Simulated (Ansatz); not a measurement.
Input and command of a calculation in Ansatz (plane waves; scalar-relativistic PAW potentials unless the input names others):

```yaml
crystal:
  lattice:
    - [2.5488057606, -2.5488057606, 0.0]
    - [2.5488057606, 0.0, -2.5488057606]
    - [5.0976115212, 5.0976115212, 5.0976115212]
  atoms:
    - { symbol: Hf, position: [0.0, 0.0, 0.0] }
    - { symbol: Hf, position: [0.3333333333, 0.3333333333, 0.6666666667] }
    - { symbol: Hf, position: [0.6666666667, 0.6666666667, 0.3333333333] }
    - { symbol: O, position: [0.6666666667, 0.6666666667, 0.5833333333] }
    - { symbol: O, position: [1.0, 0.0, 0.25] }
    - { symbol: O, position: [0.3333333333, 0.3333333333, 0.9166666667] }
    - { symbol: O, position: [0.6666666667, 0.6666666667, 0.0833333333] }
    - { symbol: O, position: [1.0, 1.0, 0.75] }
    - { symbol: O, position: [0.3333333333, 0.3333333333, 0.4166666667] }
basis:
  ecutwfc: 420
kpoints:
  mp_grid: { grid: [0, 7, 3] }
hamiltonian:
  xc: pbe
scf:
  occupations: { method: gaussian, width: 0.05 }
  max_iter: 80
output:
  forces: true
  eigenvalues: true
  stress: true
```

```bash
ansatz run input.yaml --threads 2 --pin off --max-ram 5120MiB --backend cpu --events-out ev --progress --plain --runs-dir out
```

**Question.** Will this input run?

**Answer.** The program refuses it, because of a mesh with a zero (kpoints.mp_grid.grid: [7, 7, 3] → [0, 7, 3]). With the sound run's settings it is accepted.

Abridged log:
```
Error: invalid value for `kpoints.mp_grid.grid`: each dimension must be in 1..=255
```